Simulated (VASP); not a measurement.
**CdSe: relaxation of cell and atoms with PBE**

The system is CdSe.

```
Cd Se
1.0
     3.55686    0.00000    0.00000
     0.00000    3.55686    0.00000
     0.00000    0.00000    3.55686
Cd Se
1 1
Direct
  0.50000 0.50000 0.50000
  0.00000 0.00000 0.00000
```

The cell was built by a generator and needn't be a form met in nature.

| Item | Value |
| --- | --- |
| Program | VASP 6.6.1 |
| Task | relaxation of cell and atoms |
| Functional | PBE |
| Potentials or basis | VASP PAW PBE potentials, release 64 (Cd, Se) |
| Cutoff | 600 eV |
| k mesh | 8 × 8 × 8 |
| Occupations | fermi-dirac, width 0.05 eV |
| Spin | no spin polarisation |
| Target pressure | 10 GPa |
| Further INCAR settings | ALGO = Fast; EDIFF = 1e-06; IBRION = 2; EDIFFG = -0.01; NSW = 60; ISIF = 3 |
| Target pressure | 10 GPa |

```yaml
Relaxed_volume: 19.87 Å³/atom
Relaxed_cell: a = 3.412 Å, b = 3.412 Å, c = 3.412 Å, α = 90.00°, β = 90.00°, γ = 90.00°
Space_group_after_relaxing_to_0.05_Å: Pm-3m (No. 221)
Energy_change_on_relaxing_the_enthalpy_is_what_falls: +75.0 meV/atom
Ionic_steps: 6
Pressure_after_relaxing: 10.0 GPa
Band_gap_on_the_k_mesh: none (metal or under the smearing width)
```

Step by step:
```csv
step,energy change (eV),largest force (eV/Å),pressure (GPa),volume (Å³)
1,0.0000,0.0000,0.24,45.00
2,0.4308,0.0000,19.84,36.65
3,0.1475,0.0000,9.89,39.78
4,0.1537,0.0000,10.19,39.68
5,0.1461,0.0000,9.88,39.80
6,0.1500,0.0000,9.98,39.74
```

Final structure:
```
Cd Se
1.0
     3.41238    0.00000    0.00000
     0.00000    3.41238    0.00000
     0.00000    0.00000    3.41238
Cd Se
1 1
Direct
  0.50000 0.50000 0.50000
  0.00000 0.00000 0.00000
```

Levels at points of the mesh, in eV from the Fermi level:
| k point | band 5 | band 6 | band 7 | band 8 | band 9 | band 10 | band 11 | band 12 | band 13 |
| --- | --- | --- | --- | --- | --- | --- | --- | --- | --- |
| (0.00, 0.00, 0.00) | -8.47 | -8.47 | -1.41 | -1.41 | -1.41 | -1.19 | 6.05 | 6.05 | 11.70 |
| (0.50, 0.00, 0.00) | -8.77 | -8.45 | -6.55 | 0.14 | 0.14 | 3.00 | 4.68 | 6.76 | 6.76 |
| (0.50, 0.50, 0.00) | -8.25 | -8.10 | -5.13 | -5.13 | -1.61 | 0.23 | 7.70 | 7.70 | 8.43 |
| (0.50, 0.50, 0.50) | -8.24 | -8.24 | -2.39 | -2.39 | -2.39 | 1.10 | 1.10 | 1.10 | 2.10 |

Wall time 64 s on 1 thread of Intel(R) Xeon(R) Platinum 8488C (Sapphire Rapids), with other jobs on the host, peak memory 0.17 GiB.

Caveat: the cell is relaxed towards a set pressure, so the enthalpy falls and the energy may rise.
